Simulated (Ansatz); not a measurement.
# H-type WSe2 bilayer (3R stacking) in a perpendicular field

Aim: how the H-type WSe2 bilayer (3R stacking) screens a field along its normal, and what the field does to its bands. A positive field points along +c.

Method: plane-wave DFT, PBE-D3(BJ), Ansatz PAW, in Ansatz 0.2.0.

### Step 1. Set-up

The cell holds 6 atoms: 4 Se and 2 W. Its edges and angles: a = 3.320 Å, b = 3.320 Å, c = 52.181 Å, α = 90.0°, β = 90.0°, γ = 120.0°. Regions: layer 1: 2H-WSe2, 3 atoms (2 Se and 1 W); layer 2: 2H-WSe2, 3 atoms (2 Se and 1 W). Vacuum lies along c.

### Step 2. Relaxation

The starting cell is a guess, so the in-plane lattice and the atoms are relaxed first, with the slab cut off from its images along the normal.

The input, input.yaml:

```yaml
crystal:
  lattice:
    - [3.32, 0.0, 0.0]
    - [-1.66, 2.8752043406, 0.0]
    - [0.0, 0.0, 52.180695867]
  atoms:
    - { symbol: Se, position: [0.3333333333, 0.6666666667, 0.3986148451] }
    - { symbol: W, position: [0.0, 0.0, 0.4344551867] }
    - { symbol: Se, position: [0.3333333333, 0.6666666667, 0.4702955284] }
    - { symbol: Se, position: [0.6666666667, 0.3333333333, 0.5297044716] }
    - { symbol: W, position: [0.3333333333, 0.6666666667, 0.5655448133] }
    - { symbol: Se, position: [0.6666666667, 0.3333333333, 0.6013851549] }
  periodic: [true, true, false]
kpoints:
  mp_grid: { grid: [12, 12, 1] }
hamiltonian:
  xc: pbe
  dispersion: d3bj
scf:
  occupations: { method: fermi_dirac, width: 0.05 }
  convergence: { dr2_threshold: 1.0e-09 }
relax:
  f_tol: 0.004
  max_steps: 90
  cell: {}
output:
  write_potential: true
  write_density: true
  volumetric_format: npy
```

Started as:

```console
$ ansatz run input.yaml --threads 4 --pin off --max-ram 8192MiB --backend cpu --events-out ev --progress --plain --runs-dir out
```

Numbers of over 12 decimals in the logs are rounded to 6 here.

Output:

```text
Warning: relax.cell: scf.convergence.dr2_threshold = 1e-9 eV is looser than the 1.41654749569e-10 eV advised for a relaxation that steers and ends on the stress (1e-10 eV for each atom of the cell: 6, times the square of relax.cell.stress_2d_tol = 0.05 N/m over 20.6 Å (the atoms' height at the walk's start and 5 Å past either face), 2.429e-2 GPa, over a crystal's default 0.05). What an SCF threshold leaves in a stress goes as its square root, and in the free energy as the threshold itself, and one threshold admits the most on a small cell: [figures from the program's tests cut] Set scf.convergence.dr2_threshold to 1.41654749569e-10 eV or tighter. [rest of the remark cut]
Engine: ansatz 0.2.0, aarch64-unknown-linux-gnu
Pseudopotentials: kind: paw
Pseudopotential: Se, paw, valence charge 16, recommended cutoff 420 eV (normal), Se.paw.azcp
Pseudopotential: W, paw, valence charge 14, recommended cutoff 420 eV (normal), W.paw.azcp
Functional definition: PBE
  parameter kappa = 0.804
  parameter beta = 0.066725
  exchange = pbe_x(kappa = kappa, mu = beta*pi^2/3)
  correlation = pbe_c(beta = beta)
Crystal: 6 atoms, lattice volume = 498.100 Å³
Basis set: ecut = 420 eV, 9895 PW (Γ), exchange–correlation on 48×48×720 points (8 copies of the dense FFT grid, shifted against one another)
Bands: 56, of which v1, the nominal top of the filled ones, is band 46 counted from 1 (45 counted from 0)
Symmetry: 6 space group operations
Space group: P3m1 (ITA 156), of the structure as read, at distance tolerance 7.9e-5 Å
k-points: 19 of 144 (time reversal used)
Non-local potential: Se, projectors of the file, l = 0: 2, l = 1: 2, l = 2: 3, l = 3: 1
Non-local potential: W, projectors of the file, l = 0: 3, l = 1: 2, l = 2: 2, l = 3: 1
PAW form: soft (Blöchl's): semilocal exchange-correlation on the pseudo side does not see the compensation charge
PAW one-centre angular grid: Se, 590 points (default); XC on 64 Gauss nodes
PAW one-centre angular grid: W, 590 points (default); XC on 64 Gauss nodes
Initial density: superposition of atomic densities (neutral atoms: chi_scale 0, normalization atom), corrected by the library's trained network
Initial wavefunctions: pseudopotential atomic-orbital guess
Functional: x = pbe(κ = 0.804, μ = 0.219515), c = pbe(β = 0.066725)
SCF iter   1: F=—  HF=-42650.457086 eV  |F-HF|=—  |Δ(HF+E_count)|=         —  Δρ=2.57e-3  dr2=6.39e-2  ethr=1.77e-3  ⟨swp⟩=13.6  Hψ=5778  notcnv=0
preconditioner: auto → Resta (q_TF=auto, 2.059 Å⁻¹)  ε∞=2.6  [insulator: Δε(μ)=0.905 eV  Ē_g=8.018 eV  σ=0.050 eV  W_gap=1.00  n_scr=34 (ndim 8)  ℏωp=10.0 eV  f_vac=0.727  D(μ)=0.00/eV (n_scr^D=0)  ε∞_Penn≈2.6  vacuum switching on, ρ_ref=4.7e-3 e/Å³]
SCF iter   2: F=—  HF=-42650.480005 eV  |F-HF|=—  |Δ(HF+E_count)|=   2.29e-2  Δρ=2.21e-3  dr2=2.13e-1  ethr=6.94e-5  ⟨swp⟩=3.1  Hψ=2538  notcnv=0  defer=48
SCF iter   3: F=—  HF=-42650.467037 eV  |F-HF|=—  |Δ(HF+E_count)|=   1.30e-2  Δρ=1.14e-3  dr2=1.03e-2  ethr=6.94e-5  ⟨swp⟩=2.9  Hψ=1627  notcnv=0  defer=48
SCF iter   4: F=—  HF=-42650.470252 eV  |F-HF|=—  |Δ(HF+E_count)|=   3.22e-3  Δρ=7.37e-4  dr2=1.14e-2  ethr=1.12e-5  ⟨swp⟩=3.1  Hψ=1723  notcnv=0  defer=48
SCF iter   5: F=—  HF=-42650.469341 eV  |F-HF|=—  |Δ(HF+E_count)|=   9.11e-4  Δρ=1.12e-4  dr2=1.17e-4  ethr=1.12e-5  ⟨swp⟩=2.9  Hψ=1363  notcnv=0  defer=48
SCF iter   6: F=—  HF=-42650.469326 eV  |F-HF|=—  |Δ(HF+E_count)|=   1.54e-5  Δρ=4.83e-5  dr2=3.56e-5  ethr=1.28e-7  ⟨swp⟩=3.9  Hψ=2083  notcnv=0  defer=48
SCF iter   7: F=—  HF=-42650.469387 eV  |F-HF|=—  |Δ(HF+E_count)|=   6.15e-5  Δρ=4.95e-5  dr2=1.57e-4  ethr=3.87e-8  ⟨swp⟩=2.9  Hψ=1744  notcnv=0  defer=48
SCF iter   8: F=—  HF=-42650.469377 eV  |F-HF|=—  |Δ(HF+E_count)|=   9.59e-6  Δρ=1.52e-5  dr2=5.81e-6  ethr=3.87e-8  ⟨swp⟩=2.8  Hψ=1352  notcnv=0  defer=48
SCF iter   9: F=—  HF=-42650.469253 eV  |F-HF|=—  |Δ(HF+E_count)|=   1.24e-4  Δρ=1.18e-5  dr2=3.12e-6  ethr=6.32e-9  ⟨swp⟩=2.5  Hψ=1440  notcnv=0  defer=48
SCF iter  10: F=—  HF=-42650.469253 eV  |F-HF|=—  |Δ(HF+E_count)|=   1.32e-7  Δρ=5.46e-6  dr2=5.86e-7  ethr=3.39e-9  ⟨swp⟩=2.8  Hψ=1468  notcnv=0  defer=48
SCF iter  11: F=—  HF=-42650.469253 eV  |F-HF|=—  |Δ(HF+E_count)|=   2.02e-8  Δρ=1.56e-6  dr2=2.04e-8  ethr=6.37e-10  ⟨swp⟩=2.9  Hψ=1621  notcnv=0  defer=48
SCF iter  12: F=—  HF=-42650.469253 eV  |F-HF|=—  |Δ(HF+E_count)|=   6.36e-9  Δρ=5.51e-7  dr2=8.51e-9  ethr=2.22e-11  ⟨swp⟩=3.3  Hψ=2127  notcnv=0  defer=48
SCF iter  13: F=—  HF=-42650.469253 eV  |F-HF|=—  |Δ(HF+E_count)|=   1.20e-9  Δρ=2.38e-7  dr2=1.43e-9  ethr=9.25e-12  ⟨swp⟩=2.8  Hψ=1418  notcnv=0  defer=48
SCF iter  14: F=—  HF=-42650.469253 eV  |F-HF|=—  |Δ(HF+E_count)|=  4.00e-10  Δρ=1.80e-7  dr2=1.56e-9  ethr=1.09e-12  ⟨swp⟩=12.1  Hψ=7438  notcnv=0
SCF iter  15: F=-42650.469253 eV  HF=-42650.469253 eV  |F-HF|=3.42e-10  |Δ(HF+E_count)|=  1.31e-10  Δρ=7.02e-8  dr2=2.64e-10  ethr=1.09e-12  ⟨swp⟩=8.0  Hψ=5934  notcnv=0
SCF 1 converged in 15 iterations: F = -42650.469253 eV  dr2 = 2.64e-10
  greatest PAW one-centre occupation: 1.000 electrons in one spin orbital (limit 2), on the Se atom at site 3 (counted from 0), in its partial waves of l = 2
relax step   1: F+E_penalty+E_count = -42650.46925312 eV  Δ(F+E_penalty+E_count) = +0.000e0 eV  max|allowed force component| = 2.632e0 eV/Å  Δτ_max = 0.0000 Å  P = -13.326 N/m  Ω = 498.100 Å³  fix = [c, alpha, beta]  reactions: c -0.000 N/m  (15 SCF iters, accepted)
Crystal: 6 atoms, lattice volume = 490.012 Å³
Basis set: ecut = 420 eV, 9763 PW (Γ), exchange–correlation on 48×48×720 points (8 copies of the dense FFT grid, shifted against one another)
Initial density: handed on by an earlier stage of this run
Initial wavefunctions: those handed on with the density
iter 1 solved again at ethr=6.75e-4 eV; its pass at ethr=3.10e-3 eV (dr2=6.21e-1 eV) is discarded
SCF iter   1: F=—  HF=-42651.705036 eV  |F-HF|=—  |Δ(HF+E_count)|=         —  Δρ=7.95e-3  dr2=6.26e-1  ethr=6.75e-4  ⟨swp⟩=2.1  Hψ=6048  notcnv=0
preconditioner: auto → Resta (q_TF=auto, 2.065 Å⁻¹)  ε∞=2.3  [insulator: Δε(μ)=1.494 eV  Ē_g=8.758 eV  σ=0.050 eV  W_gap=1.00  n_scr=34 (ndim 8)  ℏωp=10.1 eV  f_vac=0.737  D(μ)=0.00/eV (n_scr^D=0)  ε∞_Penn≈2.3  vacuum switching on, ρ_ref=5.6e-3 e/Å³]
SCF iter   2: F=—  HF=-42651.674232 eV  |F-HF|=—  |Δ(HF+E_count)|=   3.08e-2  Δρ=5.57e-3  dr2=4.58e-1  ethr=6.75e-4  ⟨swp⟩=3.8  Hψ=2067  notcnv=0  defer=2
SCF iter   3: F=—  HF=-42651.611121 eV  |F-HF|=—  |Δ(HF+E_count)|=   6.31e-2  Δρ=2.38e-3  dr2=2.39e-2  ethr=4.98e-4  ⟨swp⟩=3.0  Hψ=1784  notcnv=0  defer=54
[...]
SCF iter   9: F=—  HF=-42651.643433 eV  |F-HF|=—  |Δ(HF+E_count)|=   1.21e-4  Δρ=5.76e-6  dr2=2.48e-7  ethr=6.57e-9  ⟨swp⟩=3.0  Hψ=1477  notcnv=0  defer=20
SCF iter  10: F=—  HF=-42651.643434 eV  |F-HF|=—  |Δ(HF+E_count)|=   1.55e-7  Δρ=2.21e-6  dr2=3.60e-8  ethr=2.70e-10  ⟨swp⟩=3.3  Hψ=1915  notcnv=0  defer=20
SCF iter  11: F=—  HF=-42651.643434 eV  |F-HF|=—  |Δ(HF+E_count)|=   4.93e-8  Δρ=5.35e-7  dr2=5.60e-9  ethr=3.92e-11  ⟨swp⟩=3.1  Hψ=1783  notcnv=0  defer=22
SCF iter  12: F=—  HF=-42651.643434 eV  |F-HF|=—  |Δ(HF+E_count)|=   3.35e-9  Δρ=5.01e-7  dr2=4.57e-9  ethr=1.09e-12  ⟨swp⟩=13.8  Hψ=8281  notcnv=0
SCF iter  13: F=-42651.643434 eV  HF=-42651.643434 eV  |F-HF|=6.26e-10  |Δ(HF+E_count)|=  4.37e-10  Δρ=1.24e-7  dr2=3.61e-10  ethr=1.09e-12  ⟨swp⟩=9.8  Hψ=6825  notcnv=0
SCF 3 converged in 13 iterations: F = -42651.643434 eV  dr2 = 3.61e-10
relax step   3: F+E_penalty+E_count = -42651.64343359 eV  Δ(F+E_penalty+E_count) = -3.576e-2 eV  max|allowed force component| = 4.568e-2 eV/Å  Δτ_max = 0.1947 Å  P = +0.659 N/m  Ω = 484.580 Å³  energy of the carried Pulay correction = +5.010e-4 eV  fix = [c, alpha, beta]  reactions: c +0.000 N/m  (13 SCF iters, accepted)
[...]
relax step   4: F+E_penalty+E_count = -42651.64390640 eV  Δ(F+E_penalty+E_count) = -4.728e-4 eV  max|allowed force component| = 3.179e-2 eV/Å  Δτ_max = 0.0866 Å  P = -0.155 N/m  Ω = 488.426 Å³  energy of the carried Pulay correction = +3.571e-4 eV  fix = [c, alpha, beta]  reactions: c -0.000 N/m  (13 SCF iters, accepted)
[...]
relax step   5: F+E_penalty+E_count = -42651.64593957 eV  Δ(F+E_penalty+E_count) = -2.033e-3 eV  max|allowed force component| = 4.491e-3 eV/Å  Δτ_max = 0.0361 Å  P = -0.025 N/m  Ω = 487.673 Å³  energy of the carried Pulay correction = +3.852e-4 eV  fix = [c, alpha, beta]  reactions: c -0.000 N/m  (12 SCF iters, accepted)
[...]
relax step   6: F+E_penalty+E_count = -42651.64600970 eV  Δ(F+E_penalty+E_count) = -7.013e-5 eV  max|allowed force component| = 2.778e-3 eV/Å  Δτ_max = 0.0078 Å  P = -0.010 N/m  Ω = 487.494 Å³  energy of the carried Pulay correction = +3.918e-4 eV  fix = [c, alpha, beta]  reactions: c -0.000 N/m  (10 SCF iters, accepted)
Initial wavefunctions: pseudopotential atomic-orbital guess (no wavefunctions were taken with the density)
iter 1 solved again at ethr=1.21e-7 eV; its pass at ethr=3.10e-3 eV (dr2=1.11e-4 eV) is discarded
SCF iter   1: F=—  HF=-42651.645649 eV  |F-HF|=—  |Δ(HF+E_count)|=         —  Δρ=1.72e-5  dr2=2.05e-7  ethr=1.21e-7  ⟨swp⟩=7.2  Hψ=10914  notcnv=0
preconditioner: auto → Resta (q_TF=auto, 2.066 Å⁻¹)  ε∞=2.3  [insulator: Δε(μ)=1.309 eV  Ē_g=8.860 eV  σ=0.050 eV  W_gap=1.00  n_scr=34 (ndim 8)  ℏωp=10.1 eV  f_vac=0.743  D(μ)=0.00/eV (n_scr^D=0)  ε∞_Penn≈2.3  vacuum switching on, ρ_ref=5.7e-3 e/Å³]
SCF iter   2: F=—  HF=-42651.645541 eV  |F-HF|=—  |Δ(HF+E_count)|=   1.09e-4  Δρ=9.05e-6  dr2=6.18e-8  ethr=2.23e-10  ⟨swp⟩=5.2  Hψ=3310  notcnv=0
SCF iter   3: F=—  HF=-42651.645541 eV  |F-HF|=—  |Δ(HF+E_count)|=   4.15e-8  Δρ=2.37e-6  dr2=2.98e-8  ethr=6.72e-11  ⟨swp⟩=2.8  Hψ=2126  notcnv=0
SCF iter   4: F=—  HF=-42651.645541 eV  |F-HF|=—  |Δ(HF+E_count)|=  2.55e-10  Δρ=1.09e-6  dr2=2.21e-8  ethr=3.24e-11  ⟨swp⟩=3.1  Hψ=1766  notcnv=0
SCF iter   5: F=—  HF=-42651.645541 eV  |F-HF|=—  |Δ(HF+E_count)|=   1.72e-9  Δρ=4.92e-7  dr2=2.36e-9  ethr=2.40e-11  ⟨swp⟩=2.5  Hψ=1309  notcnv=0
SCF iter   6: F=-42651.645541 eV  HF=-42651.645541 eV  |F-HF|=2.91e-10  |Δ(HF+E_count)|=  2.18e-11  Δρ=2.18e-7  dr2=1.50e-10  ethr=1.09e-12  ⟨swp⟩=18.3  Hψ=8667  notcnv=0
SCF 7 converged in 6 iterations: F = -42651.645541 eV  dr2 = 1.50e-10
relax step   7: F+E_penalty+E_count = -42651.64554071 eV  Δ(F+E_penalty+E_count) = +4.690e-4 eV  max|allowed force component| = 2.714e-3 eV/Å  Δτ_max = 0.0000 Å  P = -0.004 N/m  Ω = 487.494 Å³  fix = [c, alpha, beta]  reactions: c -0.000 N/m  stress off target by 4.08e-3 N/m on what of the cell is left free  SCF on the basis re-selected at this cell (its energy is not comparable with the rows above)  (6 SCF iters)
basis re-selected at this cell: Δ(F+E_penalty+E_count) = +4.690e-4 eV, ΔP = +0.006 N/m vs the last step (what re-selecting the basis moved, of the pressure what is left beyond the Pulay correction that the steps carried, after the strain that the cell walked since its last selection, with what the two solves' SCF thresholds leave and, on support functions, any second-order correction that the steps lacked; it is no m [...]
WARN: The input density's exchange-correlation potential varies sharply where the density is thin. Do not read a vacuum level from v_tot or v_xc, or from such a field of the output density. On a cell that repeats whose density bears no net charge and no dipole along the vacuum's axis use v_es (v_loc + v_h of the components); under efield.dipole_correction with no amplitude use v_es + v_field, which holds any external [...]
SCF converged after 6 iterations
Free energy (F): -42651.645541 eV
Harris-Foulkes:  -42651.645541 eV  (|F-HF|=2.91e-10)
Internal energy: -42651.645541 eV  (E = F + TS)
E sigma→0 (E₀):  -42651.645541 eV
Entropy (-TS):   -0.000000 eV (-0.000 meV/atom)
Fermi energy:    -4.287417 eV
--- Per-component energies (eV) ---
  E_band       = -3312.618356
  E_kinetic    = 1378.837092
  E_local      = -747544.879833  (includes V_loc(G=0)·N_el)
  E_nonlocal   = -2379.776589
  E_hartree    = 372741.218911
  E_xc         = -952.900187
  E_vxc        = -873.330146  (∫ρ·V_xc dr)
  E_paw        = -24771.103690  (= ΣΔE_a)
  E_vpaw       = 624.097320  (= ΣTr[D̂ρ^β])
  E_aug_tail   = -0.002500  (compensation charges beyond the density's cutoff)
  E_ewald      = 358879.379344
  E_disp       = -2.418089  (pairwise vdW)
  E_smearing   = -0.000000  (= −TS)
  E_closure    = 0.000000  (closes the sum)
  Σ components = -42651.645541   (vs F -42651.645541, Δ=0.00e0)
--- Forces (eV/Å), atoms counted from 1 ---
  atom   1  Se     0.00000000    -0.00000000     0.00190863
  atom   2  W      0.00000000     0.00000000    -0.00004768
  atom   3  Se     0.00000000    -0.00000000    -0.00238391
  atom   4  Se     0.00000000    -0.00000000     0.00271339
  atom   5  W      0.00000000     0.00000000    -0.00037306
  atom   6  Se     0.00000000    -0.00000000    -0.00181948
  max |Σ_I F_I| component: 2.11e-6 eV/Å
--- 2D stress c σ (N/m, compression-positive) ---
       -0.004079       0.000000      -0.000000
        0.000000      -0.004079      -0.000000
       -0.000000      -0.000000      -0.000000
  P = ½ c Tr σ = -0.0041 N/m
--- Band table (eV; the first three rows and the last of 19) ---
  k-point 0: bands = [... 42 lower, -6.2064, -6.2064, -5.6637, -4.9041, -2.1528, -2.1528, -2.0568, -2.0568, ... 6 higher]
  k-point 1: bands = [... 42 lower, -6.2963, -6.1147, -5.6612, -5.0269, -2.3969, -2.3571, -2.2891, -2.2127, ... 6 higher]
  k-point 2: bands = [... 42 lower, -6.5658, -6.2062, -5.7602, -5.4424, -3.0728, -2.7677, -2.5282, -2.4662, ... 6 higher]
  k-point 18: bands = [... 42 lower, -7.5411, -7.4061, -5.1050, -5.0236, -3.4228, -3.3589, -2.3962, -2.3542, ... 6 higher]
  the weakly bound empty levels are not read free of the cell's end (no_gap_told)
--- Relaxed structure (6 steps of the walk, 6 accepted, 1 SCFs on fresh bases) ---
  F+E_penalty+E_count = -42651.64554071 eV   max|allowed force component| = 2.714e-3 eV/Å   (the final SCF, on the basis selected at the relaxed cell)
  cell:  # Å, volume = 487.4941 Å³
    - [3.284464, 0.0, 0]
    - [-1.642232, 2.844429, 0]
    - [0, 0, 52.180695867]
  atoms:
    - { symbol: Se, position: [0.333333, 0.666667, 0.406418] }
    - { symbol: W, position: [-1.6028904977977745e-17, -2.4671622769088913e-17, 0.438710] }
    - { symbol: Se, position: [0.333333, 0.666667, 0.470937] }
    - { symbol: Se, position: [0.666667, 0.333333, 0.529047] }
    - { symbol: W, position: [0.333333, 0.666667, 0.561307] }
    - { symbol: Se, position: [0.666667, 0.333333, 0.593582] }
```

It took 2.3 min on 4 threads of Arm Neoverse V1, shared host; peak memory 1.1 GiB.

Relaxation path:

```tsv
step	energy less that of the first step (eV)	largest force component (eV/Å)	volume (Å³)
1	0.0000	2.6321	498.10
2	-1.1384	0.1554	490.01
3	-1.1742	0.0457	484.58
4	-1.1747	0.0318	488.43
5	-1.1767	0.0045	487.67
6	-1.1768	0.0028	487.49
7*	-1.1763	0.0027	487.49
```

Relaxation steps marked * repeat the geometry before them on a plane-wave basis chosen anew for their cell, so energy and pressure can jump there.

Forces are held to the 6 operations that the run works with; a distortion that breaks them can't arise in this run.

```tsv
cell as run	before	after	change
a (Å)	3.320	3.284	-1.1 %
b (Å)	3.320	3.284	-1.1 %
```

The atoms that moved most (Å, along periodic axes as changes of fractional coordinates times the final cell, across vacuum about the mean position):

```tsv
atom	dx	dy	dz	length
Se6	0.000	0.000	-0.407	0.407
Se1	0.000	0.000	0.407	0.407
W2	0.000	0.000	0.222	0.222
W5	0.000	0.000	-0.221	0.221
Se4	0.000	0.000	-0.034	0.034
Se3	0.000	0.000	0.033	0.033
```

The relaxed structure:

```xyz
6
Lattice="3.2845 0.0000 0.0000 -1.6422 2.8444 0.0000 0.0000 0.0000 52.1807" Properties=species:S:1:pos:R:3
Se    0.0000    1.8963   21.2072
W     0.0000    0.0000   22.8922
Se    0.0000    1.8963   24.5738
Se    1.6422    0.9481   27.6060
W     0.0000    1.8963   29.2894
Se    1.6422    0.9481   30.9735
```

The lattice constant a goes from 3.320 to 3.284 Å.

(Part 1 of 3 ends here.)

[Logs are printed without paths, hosts, clocks, repeated set-up lines and the standing remarks that a program may print on its own settings, such as how far it seeks lower states.]

[Hosts, paths, dates, database ids (printed as entryN), source tags and the programs' standing remarks are cut or masked in the printed files.]

[Maps of the electrostatic potential energy from Ansatz leave out the sawtooth potential of an applied field or a dipole correction, so their vacuum need not be flat; planar profiles and work functions include it.]
